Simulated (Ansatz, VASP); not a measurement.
Al in VASP and in Ansatz

```
CELL_PARAMETERS angstrom
2.82708 0.00000 0.00000
-1.41354 2.44832 0.00000
0.00000 0.00000 9.18599
ATOMIC_POSITIONS crystal
Al 0.66667 0.33333 0.75000
Al 0.00000 0.00000 0.49891
Al 0.33333 0.66667 0.25000
Al 0.00000 0.00000 0.00000
```

This isn't the form of Al at room conditions, which is fcc.

Alike in both runs: task single point; functional PBEsol; k mesh 13 × 13 × 4; occupations gaussian, width 0.2 eV; no spin polarisation.

|  | VASP | Ansatz |
| --- | --- | --- |
| version | VASP 6.6.1 | Ansatz 0.2.0 |
| potentials or method | VASP PAW PBE potentials, release 64 (Al) | scalar-relativistic, plane waves, PAW |
| plane-wave cutoff (eV) | 520 | 600 |
| valence electrons in the cell | 12 | 12 |

|  | VASP | Ansatz | Ansatz less VASP |
| --- | --- | --- | --- |
| rms of the force components (eV/Å) | 0.021 | 0.021 | -0.0001 |

Atom by atom the forces differ by 0.000 eV/Å (rms over components). The functional is the same, so the differences come from potentials, cutoffs and numerics.

Caveats: the PAW data sets were made with another functional, which shifts forces and pressure a little (VASP).
